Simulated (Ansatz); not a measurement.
# Nickel, hcp: HSE06 after PBE

Aim: see what exact exchange does to the levels and moments, and what it costs. The cell comes from an earlier PBE relaxation. Exact exchange is dear, so the k-mesh is coarse, and PBE is run on the same mesh for comparison.

Computed with Ansatz 0.2.0 (DFT, plane waves (420 eV) with PBE-made PAW files, scalar-relativistic; functionals as named at each step, unless a step says otherwise).

**1. The starting structure**

Symmetry: P6_3/mmc, No. 194, hexagonal system. Conventional cell: a = 2.488 Å, b = 2.488 Å, c = 4.078 Å, α = 90.00°, β = 90.00°, γ = 120.00°. Ni (site symmetry -6m2) has 12 Ni at 2.49 Å as nearest neighbours.

As a file:

```xyz
2
Lattice="2.4881 0.0000 0.0000 -1.2441 2.1548 0.0000 0.0000 0.0000 4.0778" Properties=species:S:1:pos:R:3 pbc="T T T"
Ni    0.0000    1.4365    1.0194
Ni    1.2441    0.7183    3.0583
```

Starting moments (μB): +0.69 ×2.

**2. PBE, coarse mesh**

The run with PBE.

input.yaml

```yaml
crystal:
  lattice:
    - [2.4881284779, 0.0, 0.0]
    - [-1.244064239, 2.1547824698, 0.0]
    - [0.0, 0.0, 4.0777990116]
  atoms:
    - { symbol: Ni, position: [0.3333333333, 0.6666666667, 0.25], spin: 0.688 }
    - { symbol: Ni, position: [0.6666666667, 0.3333333333, 0.75], spin: 0.688 }
hamiltonian:
  xc: pbe
  pseudopotentials:
    kind: paw
    azcp:
      Ni: "pseudopotentials/Ni.paw.azcp"
basis:
  ecutwfc: 420
  fft_grid_basis: typed
kpoints:
  mp_grid: { grid: [7, 7, 4], shift: [0, 0, 0] }
magnetization:
  spin_polarized: true
scf:
  occupations: { method: fermi_dirac, width: 0.1 }
```

Run with:

```console
ansatz run input.yaml --threads 4 --pin off --max-ram 8192MiB --backend cpu --events-out ev --progress --plain --runs-dir out
```

The log of the run (excerpt; [...] marks lines left out):

```text
Warning: RAYON_NUM_THREADS=4 ignored (pool sized by the plan → 4); use --threads N
[...]
Pseudopotentials: kind: paw
Pseudopotential: Ni, paw, valence charge 18, recommended cutoff 420 eV (normal), <dir>
Functional definition: PBE
[...]
Crystal: 2 atoms, lattice volume = 21.863 Å³
Basis set: ecut = 420 eV, 391 PW (Γ)
Bands: 23, of which v1, the nominal top of the filled ones, is band 18 counted from 1 (17 counted from 0)
Symmetry: 24 space group operations
Space group: P63/mmc (ITA 194), of the structure as read, at distance tolerance 2.8e-5 Å
Magnetic group: BNS 194.263 (UNI 1493), of the structure as read, at distance tolerance 2.8e-5 Å
k-points: 24 of 196
[...]
Starting moments: Σ|m| = 1.376 μB on 2 of 2 sites
[...]
SCF iter   1: F=—  HF=-11677.996455 eV  |F-HF|=—  |Δ(HF+E_count)|=         —  Δρ=1.02e-1 (↑2.27e-2 ↓1.02e-1)  dr2=1.01e0  dr2_m=7.36e-1  M=1.898 μB ∫|m|=1.977 μB  β_m=0.30  ethr=2.82e-3  ⟨swp⟩=1.0  Hψ=5491  notcnv=0
[...]
SCF iter  10: F=-11679.442244 eV  HF=-11679.442244 eV  |F-HF|=1.70e-8  |Δ(HF+E_count)|=   5.17e-8  Δρ=1.04e-5 (↑4.03e-6 ↓1.04e-5)  dr2=2.38e-8  dr2_m=2.58e-9  M=1.342 μB ∫|m|=1.499 μB  ethr=1.07e-10  ⟨swp⟩=1.2  Hψ=2992  notcnv=0
[...]
SCF converged after 10 iterations
Magnetization: 1.3417 μB (18.6709 up, 17.3291 down)
Absolute magnetization: 1.5004 μB (∫|ρ↑−ρ↓|, with the PAW one-centre terms)
Spin contamination: 0.0131 ħ² per cell (⟨S²⟩ above its minimum at these occupations)
Per-site moments (μB) at R_I (Å): [(0.7052326342272891, 1.0263529971478231), (0.7052326342272887, 1.0263529971478231)]
Free energy (F): -11679.442244 eV
[...]
E sigma→0 (E₀):  -11679.380395 eV
Entropy (-TS):   -0.123699 eV (-61.849 meV/atom)
Fermi energy:    18.094553 eV
[...]
```

Run time: 0.98 s. Hardware: 4 threads of Arm Neoverse V1, shared host; peak memory 0.28 GiB.

**3. HSE06 on the coarse mesh**

The run with HSE06.

Changes to input.yaml since step 2:

```diff
@@ -9,3 +9,3 @@
 hamiltonian:
-  xc: pbe
+  xc: hse06
   pseudopotentials:
```

Run with:

```console
ansatz run input.yaml --threads 4 --pin off --max-ram 8192MiB --backend cpu --events-out ev --progress --plain --runs-dir out
```

The log of the run (excerpt; [...] marks lines left out):

```text
Warning: RAYON_NUM_THREADS=4 ignored (pool sized by the plan → 4); use --threads N
[...]
[... 2 set-up lines as earlier in the session ...]
Functional definition: HSE06
[...]
Crystal: 2 atoms, lattice volume = 21.863 Å³
Basis set: ecut = 420 eV, 391 PW (Γ)
Bands: 23, of which v1, the nominal top of the filled ones, is band 18 counted from 1 (17 counted from 0)
[... 2 set-up lines as earlier in the session ...]
Magnetic group: BNS 194.263 (UNI 1493), of the structure as read, at distance tolerance 2.8e-5 Å
k-points: 24 of 196
[...]
Starting moments: Σ|m| = 1.376 μB on 2 of 2 sites
[...]
hybrid SCF converged: 3 outer / 19 inner (+19 warm-up), last move |dexx| = 4.49e-7 eV, tail = 3.26e-7 eV
Magnetization: 1.6994 μB (18.8497 up, 17.1503 down)
Absolute magnetization: 2.1315 μB (∫|ρ↑−ρ↓|, with the PAW one-centre terms)
Spin contamination: 0.1120 ħ² per cell (⟨S²⟩ above its minimum at these occupations)
Per-site moments (μB) at R_I (Å): [(0.923996292457528, 1.0263529971478231), (0.9239962924575289, 1.0263529971478231)]
Free energy (F): -11675.419041 eV
Frozen-core exchange: fock
[...]
E sigma→0 (E₀):  -11675.407372 eV
Entropy (-TS):   -0.023336 eV (-11.668 meV/atom)
Fermi energy:    18.178237 eV
[...]
--- Band table (eV; the first three rows and the last of 48) ---
[... band rows left out ...]
[...]
  guard bands above this table: 2 of the run's 23 bands, where the rule asks 3: the bands that hold charge and the lowest empty level above them stay in the table. The solve was not asked for them (output.publish_guard_bands: true or output.eigenvalues: true publishes all)
```

It took 11 s on 4 threads of Arm Neoverse V1, shared host; peak memory 0.68 GiB.

**4. Side by side**

| functional | gap on the mesh | Fermi energy (eV) | magnetic state | SCF cycles | exchange loops | CPU time |
| --- | --- | --- | --- | --- | --- | --- |
| PBE | none (levels filled in part) | 18.095 | ferromagnetic, up to 0.71 μB per atom | 10 | - | 2.9 s |
| HSE06 | none (levels filled in part) | 18.178 | ferromagnetic, up to 0.92 μB per atom | 38 | 3 | 36 s |

**5. What came out**

| quantity | value |
| --- | --- |
| PBE: gap | none (levels filled in part) |
| PBE: magnetic state | ferromagnetic, up to 0.71 μB per atom |
| HSE06: gap | none (levels filled in part) |
| HSE06: magnetic state | ferromagnetic, up to 0.92 μB per atom |
| HSE06: SCF cycles, exchange loops | 38, 3 |
| HSE06: CPU time over that of PBE | 13 |

In words: Both PBE and HSE06 leave levels filled in part. The largest moment goes from 0.71 to 0.92 μB; exact exchange favours larger moments in itinerant magnets. The hybrid took 13 times as much CPU time as PBE on the same settings. The exchange operator of HSE06 was renewed in 3 outer loops. The total energies in the logs cannot be compared from one functional to another.
